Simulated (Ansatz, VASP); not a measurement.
# C in VASP and in Ansatz

Contents of INCAR:

```
ALGO = Normal ; EDIFF = 1E-6
ENCUT = 520 ; GGA = PE
ISIF = 2 ; ISMEAR = 0
LASPH = True ; LCHARG = False
LREAL = False ; LWAVE = False
NELM = 80 ; PREC = Accurate
SIGMA = 0.02
```

File KPOINTS:

```
k-points
0
Gamma
  13 13 13
```

The input POSCAR:

```
C
1.0
    0.0000000000      1.7833700000      1.7833700000
    1.7833700000      0.0000000000      1.7833700000
    1.7833700000      1.7833700000      0.0000000000
C
2
Direct
    0.7500000000      0.7500000000      0.7500000000
    0.5000000000      0.5000000000      0.5000000000
```

File input.yaml:

```yaml
crystal:
  lattice:
    - [0.0, 1.78337, 1.78337]
    - [1.78337, 0.0, 1.78337]
    - [1.78337, 1.78337, 0.0]
  atoms:
    - { symbol: C, position: [0.75, 0.75, 0.75] }
    - { symbol: C, position: [0.5, 0.5, 0.5] }
hamiltonian:
  xc: pbe
  pseudopotentials: { kind: paw }
kpoints:
  mp_grid: { grid: [13, 13, 13] }
scf:
  occupations: { method: gaussian, width: 0.02 }
output:
  forces: true
  stress: true
  eigenvalues: true
```

This isn't the form of C at room conditions, which is graphite.

Alike in both runs: task single point; functional PBE; k mesh 13 × 13 × 13; occupations gaussian, width 0.02 eV; no spin polarisation.

|  | VASP | Ansatz |
| --- | --- | --- |
| version | VASP 6.6.1 | Ansatz 0.2.0 |
| potentials or method | VASP PAW PBE potentials, release 64 (C) | Ansatz PAW |
| plane-wave cutoff (eV) | 520 | 420 |
| valence electrons in the cell | 8 | 8 |

Ansatz gave:

| Item | Value |
| --- | --- |
| gap on the k mesh at the Fermi level (eV) | 4.15 |
| least direct gap on the mesh (eV) | 5.59 |
| pressure (GPa) | 1.8 |

Task: Which values does VASP return?

Result: gap on the k mesh at the Fermi level (eV): 4.14; least direct gap on the mesh (eV): 5.59; pressure (GPa): 2.5.

Caveats: an odd mesh through Γ misses points on the zone boundary, where band edges often lie (VASP); odd divisions of the mesh miss points on the zone boundary, where band edges often lie, so the gap on the mesh can be too wide (Ansatz); the pressure holds a Pulay correction of +1.0 GPa for the finite cutoff (Ansatz). PBE gaps usually lie below the measured ones, often by a third to a half.
